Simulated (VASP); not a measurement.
# Cu (Fm-3m) in VASP: elastic constants with PBE

Aim: the elastic constants of Cu with PBE.

Program: VASP 6.6.1. These are calculated values, not measurements. Logs are shortened: lines on timing, memory, paths and dates and some standing lists are left out, and cuts for length are marked.

## (1) The structure

The structure is cubic, space group Fm-3m (No. 225). The conventional cell has a = 3.635 Å, b = 3.635 Å, c = 3.635 Å, α = 90.00°, β = 90.00°, γ = 90.00°. Cu (site symmetry m-3m) has 12 Cu at 2.57 Å as nearest neighbours.

The cell was built by a generator and needn't be a form met in nature.

## (2) Elastic constants, PBE

File POSCAR:

```
Cu
1.0
    0.0000000000      1.8173648604      1.8173648604
    1.8173648604     -0.0000000000      1.8173648604
    1.8173648604      1.8173648604      0.0000000000
  Cu
     1
Direct
     0.0000000000000000    0.0000000000000000    0.0000000000000000
```

File INCAR.step1:

```
SYSTEM = Cu
PREC = Accurate ; ENCUT = 600
EDIFF = 1E-8 ; ISMEAR = 1
SIGMA = 0.2 ; LREAL = .FALSE.
LASPH = .TRUE. ; NELM = 60
ALGO = Normal ; ISIF = 3
LWAVE = .FALSE. ; LCHARG = .FALSE.
GGA = PE ; KPAR = 8
IBRION = 2 ; NSW = 40
EDIFFG = -0.002
```

File INCAR.step2:

```
SYSTEM = Cu
PREC = Accurate ; ENCUT = 600
EDIFF = 1E-8 ; ISMEAR = 1
SIGMA = 0.2 ; LREAL = .FALSE.
LASPH = .TRUE. ; NELM = 60
ALGO = Normal ; ISIF = 3
LWAVE = .FALSE. ; LCHARG = .FALSE.
GGA = PE ; KPAR = 8
IBRION = 6 ; NFREE = 2
POTIM = 0.015 ; NSW = 1
```

File KPOINTS:

```
regular mesh
0
G
  24 24 24
  0 0 0
```

Potentials or basis: VASP PAW PBE potentials, release 64 (Cu).

Command:

```console
cat potpaw_PBE.64/Cu/POTCAR > POTCAR
cp INCAR.step1 INCAR
mpirun -np 8 vasp_std > vasp.out
cp CONTCAR POSCAR
cp INCAR.step2 INCAR
mpirun -np 8 vasp_std > vasp.out
```

OUTCAR:

```text
SYSTEM = Cu
   PREC = Accurate
   ENCUT = 600
   EDIFF = 1E-8
   ISMEAR = 1
   LREAL = .FALSE.
   LASPH = .TRUE.
   NELM = 60
   ISIF = 3
   GGA = PE
   IBRION = 6
   NFREE = 2
   POTIM = 0.015
   NSW = 1

 ion  position               nearest neighbor table
   1  0.000  0.000  0.000-

  LATTYP: Found a face centered cubic cell.
 ALAT       =     3.6347297208

  Lattice vectors:

 A1 = (   0.0000000000,   1.8173648604,   1.8173648604)
 A2 = (   1.8173648604,   0.0000000000,   1.8173648604)
 A3 = (   1.8173648604,   1.8173648604,   0.0000000000)

Analysis of symmetry for initial positions (statically):
=====================================================================
 Subroutine PRICEL returns:
 Original cell was already a primitive cell.

 Routine SETGRP: Setting up the symmetry group for a
 face centered cubic supercell.

 Subroutine GETGRP returns: Found 48 space group operations
 (whereof 48 operations were pure point group operations)
 out of a pool of 48 trial point group operations.

The static configuration has the point symmetry O_h .

Analysis of symmetry for dynamics (positions and initial velocities):
=====================================================================
 Subroutine PRICEL returns:
 Original cell was already a primitive cell.

 Routine SETGRP: Setting up the symmetry group for a
 face centered cubic supercell.

 Subroutine GETGRP returns: Found 48 space group operations
 (whereof 48 operations were pure point group operations)
 out of a pool of 48 trial point group operations.

The dynamic configuration has the point symmetry O_h .

 Subroutine INISYM returns: Found 48 space group operations
 (whereof 48 operations are pure point group operations),
 and found     1 'primitive' translations

----------------------------------------------------------------------------------------

                                     Primitive cell

  volume of cell :      12.0048

  direct lattice vectors                    reciprocal lattice vectors
     0.000000000  1.817364860  1.817364860    -0.275123620  0.275123620  0.275123620
     1.817364860  0.000000000  1.817364860     0.275123620 -0.275123620  0.275123620
     1.817364860  1.817364860  0.000000000     0.275123620  0.275123620 -0.275123620

  length of vectors
     2.570142033  2.570142033  2.570142033     0.476528089  0.476528089  0.476528089

  position of ions in fractional coordinates (direct lattice)
     0.000000000  0.000000000  0.000000000

  ion indices of the primitive-cell ions
   primitive index   ion index
                 1           1

----------------------------------------------------------------------------------------

 KPOINTS: regular mesh

Automatic generation of k-mesh.
 Grid dimensions read from file:
 generate k-points for:   24   24   24

 Generating k-lattice:

  Cartesian coordinates                     Fractional coordinates (reciprocal lattice)
    -0.011463484  0.011463484  0.011463484     0.041666667  0.000000000  0.000000000
     0.011463484 -0.011463484  0.011463484     0.000000000  0.041666667  0.000000000
     0.011463484  0.011463484 -0.011463484     0.000000000  0.000000000  0.041666667

  Length of vectors
     0.019855337  0.019855337  0.019855337

  Shift w.r.t. Gamma in fractional coordinates (k-lattice)
     0.000000000  0.000000000  0.000000000

 Subroutine IBZKPT returns following result:
[... 97 lines left out ...]
  ---------------------------------------------------
  free energy    TOTEN  =        -3.72890100 eV

  energy without entropy =       -3.72968298  energy(sigma->0) =       -3.72916166

------------------------ aborting loop because EDIFF is reached ----------------------------------------

  FORCE on cell =-STRESS in cart. coord.  units (eV):
  Direction    XX          YY          ZZ          XY          YZ          ZX
  --------------------------------------------------------------------------------------
  -------------------------------------------------------------------------------------
  Total        0.0013500      0.0013500      0.0013500     -0.0000000      0.0000000     -0.0000000
  in kB        0.1801721      0.1801721      0.1801721     -0.0000000      0.0000000     -0.0000000
  external PRESSURE =       0.1801721 kB  Pullay stress =       0.0000000 kB
[... 86 lines left out ...]
  FREE ENERGIE OF THE ION-ELECTRON SYSTEM (eV)
  ---------------------------------------------------
  free  energy   TOTEN  =        -3.7273572722 eV

  energy  without entropy=       -3.7280244343  energy(sigma->0) =       -3.72757966

[... ionic steps 4 to 12 ...]

--------------------------------------- Ionic step       13  -------------------------------------------

 number of electron      10.9999999 magnetization

------------------------ aborting loop because EDIFF is reached ----------------------------------------
[... 65 lines left out ...]
--------------------------------------- Ionic step       15  -------------------------------------------

 number of electron      10.9999999 magnetization

 Free energy of the ion-electron system (eV)
  ---------------------------------------------------
  ext. energy  EPLUGINS =         0.00000000
  ---------------------------------------------------
  free energy    TOTEN  =        -3.72890118 eV

  energy without entropy =       -3.72968316  energy(sigma->0) =       -3.72916184

 E-fermi :   7.3959     XC(G=0): -12.6311

 val. band max:        7.3930019802   @ k =   0.5000   0.1667   0.0417
 cond. band min:       7.4372009848   @ k =   0.5000   0.2500   0.0833
 fundamental gap:      0.0441990046
 Fermi energy:         7.3959070847

 k-point     1 :       0.0000    0.0000    0.0000
  band No.  band energies     occupation
      1      -1.8427      2.00000
      2       4.4092      2.00000
      3       4.4092      2.00000
      4       4.4092      2.00000
      5       5.2106      2.00000
      6       5.2106      2.00000
      7      29.8477      0.00000
      8      32.3660      0.00000
      9      32.3660      0.00000
[... 265 lines left out ...]
 k-point    24 :       0.4583    0.0417    0.0000
  band No.  band energies     occupation
      1       2.3684      2.00000
      2       4.3681      2.00000
      3       4.4134      2.00000
      4       5.3773      2.00000
      5       5.7532      2.00000
      6       6.2852      2.00000
      7      11.8882      0.00000
      8      28.0095      0.00000
      9      28.4029      0.00000

 [... further k-points ...]

------------------------ aborting loop because EDIFF is reached ----------------------------------------

  FORCE on cell =-STRESS in cart. coord.  units (eV):
  Direction    XX          YY          ZZ          XY          YZ          ZX
  --------------------------------------------------------------------------------------
  -------------------------------------------------------------------------------------
  Total        0.0013303      0.0013303      0.0013303      0.0000000      0.0000000      0.0000000
  in kB        0.1775387      0.1775387      0.1775387      0.0000000      0.0000000      0.0000000
  external PRESSURE =       0.1775387 kB  Pullay stress =       0.0000000 kB
[... 16 lines left out ...]
  FREE ENERGIE OF THE ION-ELECTRON SYSTEM (eV)
  ---------------------------------------------------
  free  energy   TOTEN  =        -3.7289011768 eV

  energy  without entropy=       -3.7296831584  energy(sigma->0) =       -3.72916184

 INTERNAL STRAIN TENSORS FROM STRAINED CELLS
 ============================================

 INTERNAL STRAIN TENSOR FOR ION    1 for displacements in x,y,z  (eV/Angst):
          X           Y           Z          XY          YZ          ZX
  --------------------------------------------------------------------------------
  x     0.00000     0.00000    -0.00000     0.00000     0.00000     0.00000
  y    -0.00000     0.00000     0.00000     0.00000     0.00000     0.00000
  z     0.00000    -0.00000    -0.00000     0.00000    -0.00000     0.00000

 INTERNAL STRAIN TENSORS FROM DISPLACED ATOMS
 ============================================

 INTERNAL STRAIN TENSOR FOR ION    1 for displacements in x,y,z  (eV/Angst):
          X           Y           Z          XY          YZ          ZX
  --------------------------------------------------------------------------------
  x     0.00000     0.00000     0.00000     0.00000     0.00000     0.00000
  y     0.00000     0.00000     0.00000     0.00000     0.00000     0.00000
  z     0.00000     0.00000     0.00000     0.00000     0.00000     0.00000

 Eigenvectors and eigenvalues of the dynamical matrix
 ----------------------------------------------------

   1 f  =    0.000000 THz     0.000000 2PiTHz    0.000000 cm-1     0.000000 meV
             X         Y         Z           dx          dy          dz
      0.000000  0.000000  0.000000     0.656781   -0.754082    0.000000

   2 f  =    0.000000 THz     0.000000 2PiTHz    0.000000 cm-1     0.000000 meV
             X         Y         Z           dx          dy          dz
      0.000000  0.000000  0.000000    -0.754082   -0.656781    0.000000

   3 f  =    0.000000 THz     0.000000 2PiTHz    0.000000 cm-1     0.000000 meV
             X         Y         Z           dx          dy          dz
      0.000000  0.000000  0.000000     0.000000    0.000000    1.000000

--------------------------------------------------------------------------------------------------------

 ELASTIC MODULI CONTR FROM IONIC RELAXATION (kBar)
 Direction    XX          YY          ZZ          XY          YZ          ZX
 --------------------------------------------------------------------------------
 XX           0.0000      0.0000      0.0000      0.0000      0.0000      0.0000
 YY           0.0000      0.0000      0.0000      0.0000      0.0000      0.0000
 ZZ           0.0000      0.0000      0.0000      0.0000      0.0000      0.0000
 XY           0.0000      0.0000      0.0000      0.0000      0.0000      0.0000
 YZ           0.0000      0.0000      0.0000      0.0000      0.0000      0.0000
 ZX           0.0000      0.0000      0.0000      0.0000      0.0000      0.0000
 --------------------------------------------------------------------------------

 TOTAL ELASTIC MODULI (kBar)
 Direction    XX          YY          ZZ          XY          YZ          ZX
 --------------------------------------------------------------------------------
 XX        1771.6743   1184.6678   1184.6678     -0.0000     -0.0000      0.0000
 YY        1184.6678   1771.6743   1184.6678     -0.0000     -0.0000      0.0000
 ZZ        1184.6678   1184.6678   1771.6743     -0.0000     -0.0000      0.0000
 XY          -0.0000     -0.0000     -0.0000    877.5475      0.0000      0.0000
 YZ          -0.0000     -0.0000     -0.0000      0.0000    877.5475      0.0000
 ZX           0.0000      0.0000      0.0000      0.0000      0.0000    877.5475
 --------------------------------------------------------------------------------
```

Run time: 5.1 min. Hardware: 8 MPI ranks of Intel Xeon Platinum 8488C (Sapphire Rapids), shared host; peak memory 0.89 GiB.

Results:

* Elastic constants C11, C12, C44: 177, 118, 88 GPa
* Voigt bulk modulus: 138 GPa

Elastic tensor in Voigt notation (GPa, in the Cartesian axes of the cell as first typed):
```
177 118 118   0   0   0
118 177 118   0   0   0
118 118 177   0   0   0
  0   0   0  88   0   0
  0   0   0   0  88   0
  0   0   0   0   0  88
```

Clamped-ion elastic tensor (GPa):
```
177 118 118   0   0   0
118 177 118   0   0   0
118 118 177   0   0   0
  0   0   0  88   0   0
  0   0   0   0  88   0
  0   0   0   0   0  88
```
